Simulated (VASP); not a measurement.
# SnTe under changes of volume

One of the cells (31.907 Å³/atom); the others are scaled copies at fixed shape and fractional positions:

```
CELL_PARAMETERS angstrom
0.00000 3.17172 3.17172
3.17172 0.00000 3.17172
3.17172 3.17172 0.00000
ATOMIC_POSITIONS crystal
Te 0.50000 0.50000 0.50000
Sn 0.00000 0.00000 0.00000
```

* Program: VASP 6.6.1
* Functional: PBE
* Potentials or basis: VASP PAW PBE potentials, release 64 (Te, Sn_d)
* Cutoff: 520 eV
* k mesh: 7 × 7 × 7
* Occupations: fermi-dirac, width 0.05 eV
* Spin: no spin polarisation

```csv
volume (Å³/atom),energy over the lowest point (meV/atom),pressure (GPa)
29.404,?,?
30.030,36.17,4.4
30.656,21.09,3.3
31.907,3.50,1.3
32.532,0.16,0.4
33.158,0.00,-0.4
```

Question: What does the run at 29.404 Å³/atom give?

Answer: Energy over the lowest point 56.06 meV/atom; pressure 5.7 GPa.

Worked out: A Birch-Murnaghan fit of order 3 (a polynomial in V^(-2/3)) to the other rows has its minimum at 32.88 Å³/atom with B0 = V·E''(V) = 40 GPa and B' = 4.4. It gives 56.05 meV/atom at 29.404 Å³/atom, against the run's 56.06, and -dE/dV = 5.7 GPa, against 5.7.

Energies are extrapolated to zero smearing.
